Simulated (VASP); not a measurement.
H:

```xyz
1
Lattice="2.2323 0.0000 0.0000 0.0000 2.2323 0.0000 0.0000 0.0000 2.2323" Properties=species:S:1:pos:R:3 pbc="T T T"
H     0.0000    0.0000    0.0000
```

The real solid is made of molecules; this cell is a model form.

The cell isn't the ideal one: cell and atoms relaxed from a first guess.

| Quantity | Value |
| --- | --- |
| Program | VASP 6.6.1 |
| Task | relaxation of cell and atoms |
| Functional | PBE |
| Potentials or basis | VASP PAW PBE potentials, release 64 (H) |
| Cutoff | 600 eV |
| k mesh | 16 × 16 × 16 |
| Occupations | fermi-dirac, width 0.08 eV |
| Spin | no spin polarisation |

At the start: pressure -14.6 GPa; volume 11.12 Å³/atom.

How do energy, volume and symmetry change on relaxing?

Over 11 steps the energy falls by 923.8 meV/atom and the volume is 3.09 Å³/atom (-72.2 %); space group Pm-3m (No. 221, to 0.05 Å).

Step by step:
```csv
step,energy change (eV),largest force (eV/Å),pressure (GPa),volume (Å³)
1,0.0000,0.0000,-14.58,11.12
2,-0.1523,0.0000,-16.93,9.57
3,-0.6255,0.0000,-22.66,5.79
4,-0.2180,0.0000,238.43,1.49
5,-0.8366,0.0000,-19.29,4.25
6,-0.8973,0.0000,20.94,2.64
7,-0.9220,0.0000,-4.03,3.22
8,-0.9237,0.0000,-0.51,3.11
9,-0.9230,0.0000,2.86,3.01
10,-0.9237,0.0000,0.98,3.06
11,-0.9238,0.0000,0.02,3.09
```

Final structure:
```cif
data_structure
_symmetry_space_group_name_H-M 'P 1'
_symmetry_Int_Tables_number 1
_cell_length_a 1.4564
_cell_length_b 1.4564
_cell_length_c 1.4564
_cell_angle_alpha 90.000
_cell_angle_beta 90.000
_cell_angle_gamma 90.000
_cell_volume 3.09
loop_
_atom_site_label
_atom_site_type_symbol
_atom_site_fract_x
_atom_site_fract_y
_atom_site_fract_z
_atom_site_occupancy
H1 H 0.00000 0.00000 0.00000 1
```

Caveat: the volume moved by over 15 % at a fixed basis, so the end points are rough.
